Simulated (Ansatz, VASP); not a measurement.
## Two plane-wave programs on SnSe2

The input INCAR:

```
  ALGO = Normal
  EDIFF = 1E-6
  ENCUT = 520
  GGA = PS
  ISIF = 2
  ISMEAR = 0
  LASPH = True
  LCHARG = False
  LREAL = False
  LWAVE = False
  NBANDS = 20
  NELM = 60
  PREC = Accurate
  SIGMA = 0.01
```

Contents of KPOINTS:

```
k-points
0
Gamma
  6 6 4
```

File POSCAR:

```
SnSe2
1.0
    3.8110000000      0.0000000000      0.0000000000
   -1.9055000000      3.3004228138      0.0000000000
    0.0000000000      0.0000000000      6.1360000000
Sn Se
1 2
Direct
    0.0000000000      0.0000000000      0.0000000000
    0.3333333333      0.6666666667      0.2490000000
    0.6666666667      0.3333333333      0.7510000000
```

Input for Ansatz:

```yaml
crystal:
  lattice:
    a: 3.811
    b: 3.811
    c: 6.136
    alpha: 90.0
    beta: 90.0
    gamma: 120.0
  atoms:
    - { symbol: Sn, position: [0.0, 0.0, 0.0] }
    - { symbol: Se, position: [0.3333333333333333, 0.6666666666666666, 0.249] }
    - { symbol: Se, position: [0.6666666666666666, 0.3333333333333333, 0.751] }
basis:
  ecutwfc: 475.0
kpoints:
  mp_grid:
    grid: [6, 6, 4]
hamiltonian:
  xc: pbesol
scf:
  occupations:
    method: fixed
output:
  stress: true
```

Alike in both runs: task single point; functional PBEsol; k mesh 6 × 6 × 4; no spin polarisation.

|  | VASP | Ansatz |
| --- | --- | --- |
| version | VASP 6.6.1 | Ansatz 0.2.0 |
| potentials or method | VASP PAW PBE potentials, release 64 (Sn_d, Se) | plane waves, PAW |
| plane-wave cutoff (eV) | 520 | 475 |
| occupations | gaussian, width 0.01 eV | fixed |
| valence electrons in the cell | 26 | 46 |

Ansatz gave:

```
pressure (GPa)                                  : 2.5
largest component of the traceless stress (GPa) : 1.14
```

Q: Estimate VASP's values.

A: Pressure (GPa): 2.7; largest component of the traceless stress (GPa): 1.14.

The two sets of potentials don't hold the same shells in valence.

Caveats: the PAW data sets were made with another functional, which shifts forces and pressure a little (VASP); this functional lacks dispersion, which binds the layers, so the pressure and a relaxed spacing across them are unreliable. A k mesh can miss the band edges.
